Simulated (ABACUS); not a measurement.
**Pt under changes of volume**

One of the cells (15.080 Å³/atom); the others are scaled copies at fixed shape and fractional positions:

```
Pt
1.0
     0.00000    1.96090    1.96090
     1.96090    0.00000    1.96090
     1.96090    1.96090    0.00000
Pt
1
Direct
  0.00000 0.00000 0.00000
```

| Item | Value |
| --- | --- |
| Program | ABACUS 3.10.1 |
| Functional | PBE |
| Potentials or basis | PseudoDojo NC SR 0.4.1 PBE standard |
| Cutoff | 1361 eV |
| Density cutoff | 5442 eV |
| Basis | DZP LCAO (the cutoffs set its grid) |
| k mesh | 12 × 12 × 12 |
| Occupations | fermi-dirac, width 0.05 eV |
| Spin | no spin polarisation |

```tsv
volume (Å³/atom)	energy over the lowest point (meV/atom)	pressure (GPa)
14.175	?	?
14.477	86.89	24.8
14.778	47.29	17.6
15.080	20.66	11.1
15.381	5.17	5.4
15.683	0.00	0.4
15.985	3.73	-4.1
```

Task: What does the run at 14.175 Å³/atom give?

Result: Energy over the lowest point 141.26 meV/atom; pressure 33.0 GPa.

Worked out: A Birch-Murnaghan fit of order 3 (a polynomial in V^(-2/3)) to the other rows has its minimum at 15.70 Å³/atom with B0 = V·E''(V) = 246 GPa and B' = 5.2. It gives 141.04 meV/atom at 14.175 Å³/atom, against the run's 141.26, and -dE/dV = 32.9 GPa, against 33.0.

Energies are extrapolated to zero smearing.

Caveats: the atomic orbitals were generated for these runs and aren't a published set; the basis of atomic orbitals isn't converged, which shifts pressures, moduli and gaps.
